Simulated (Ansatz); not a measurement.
Crystal: Sn.

```
Sn
1.0
     0.00000    3.23334    3.23334
     3.23334    0.00000    3.23334
     3.23334    3.23334    0.00000
Sn
2
Direct
  0.75000 0.75000 0.75000
  0.50000 0.50000 0.50000
```

This isn't the form of Sn at room conditions, which is tetragonal (white tin).

| Quantity | Value |
| --- | --- |
| Program | Ansatz 0.2.0 |
| Task | single point |
| Functional | PBE |
| Potentials or basis | all-electron LAPW, scalar-relativistic |
| Cutoff | 257 eV (chosen from the basis error) |
| Basis error allowed | 0.001 eV/atom |
| k mesh | 7 × 7 × 7 |
| Occupations | fermi-dirac, width 0.05 eV |
| Spin | no spin polarisation |

On this cell: pressure 3.8 GPa; largest force zero by symmetry; band gap on the k mesh none (metal or under the smearing width).

The same run follows on a disturbed copy (atoms moved at random, drawn with an rms of 0.05 Å):

```
Sn
1.0
     0.00000    3.23334    3.23334
     3.23334    0.00000    3.23334
     3.23334    3.23334    0.00000
Sn
2
Direct
  0.75132 0.75902 0.76259
  0.49467 0.50900 0.50001
```

**Question.** What changes?

**Answer.** The energy (extrapolated to zero smearing) moves by +11.8 meV/atom; pressure 3.9 GPa; largest force 0.584 eV/Å; band gap on the k mesh none (metal or under the smearing width).

Forces in eV/Å, atoms in the order of the input:
```
Sn  -0.303 -0.484 -0.122
Sn   0.303  0.484  0.122
```

Stress tensor (GPa, compression positive):
```
 3.95 -0.45 -1.52
-0.45  3.89 -0.97
-1.52 -0.97  3.99
```
